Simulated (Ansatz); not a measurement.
# AlH3: the cost of one run

Method: DFT PBE, scalar-relativistic, plane waves, PAW, in Ansatz 0.2.0.

2 further runs of the same task are left out: 2 that didn't finish.

**1. The system as given**

Symmetry: P4mm, No. 99, tetragonal system. The conventional cell has a = 2.638 Å, b = 2.638 Å, c = 5.551 Å, α = 90.00°, β = 90.00°, γ = 90.00°. Al (site symmetry 4mm) is surrounded by 4 H at 1.32 Å. H (site symmetry 4mm) has 8 H at 2.64 to 2.81 Å as nearest neighbours. Around H (site symmetry 2mm) lie 2 Al at 1.32 Å.

As a file:

```xyz
4
Lattice="2.6384 0.0000 0.0000 0.0000 2.6384 0.0000 0.0000 0.0000 5.5512" Properties=species:S:1:pos:R:3 pbc="T T T"
Al    1.3192    1.3192    3.0054
H     0.0000    0.0000    5.5231
H     1.3192    0.0000    3.0450
H     0.0000    1.3192    3.0450
```

A structure generator made this guess: random cell by space group and Wyckoff sites (P4mm, No. 99). The dimensions are guesses.

**2. A first look at the guess**

input.yaml reads:

```yaml
crystal:
  lattice:
    - [2.63839632, 0.0, 0.0]
    - [0.0, 2.63839632, 0.0]
    - [0.0, 0.0, 5.5512294]
  atoms:
    - { symbol: Al, position: [0.5, 0.5, 0.54139767] }
    - { symbol: H, position: [0.0, 0.0, 0.99494004] }
    - { symbol: H, position: [0.5, 0.0, 0.54853391] }
    - { symbol: H, position: [0.0, 0.5, 0.54853391] }
basis:
  ecutwfc: 420
kpoints:
  mp_grid: { grid: [6, 6, 4] }
hamiltonian:
  xc: pbe
scf:
  occupations: { method: gaussian, width: 0.1 }
  lower_state_search: "off"
output:
  forces: true
  stress: true
  eigenvalues: true
```

The run is started by

```sh
ansatz run input.yaml --threads 1 --pin off --max-ram 2560MiB --backend cpu --events-out ev --progress --plain --runs-dir out
```

What time and memory should one allow on 1 thread of Arm Neoverse V2, shared host?

About 1.2 s, with a peak of 0.26 GiB.
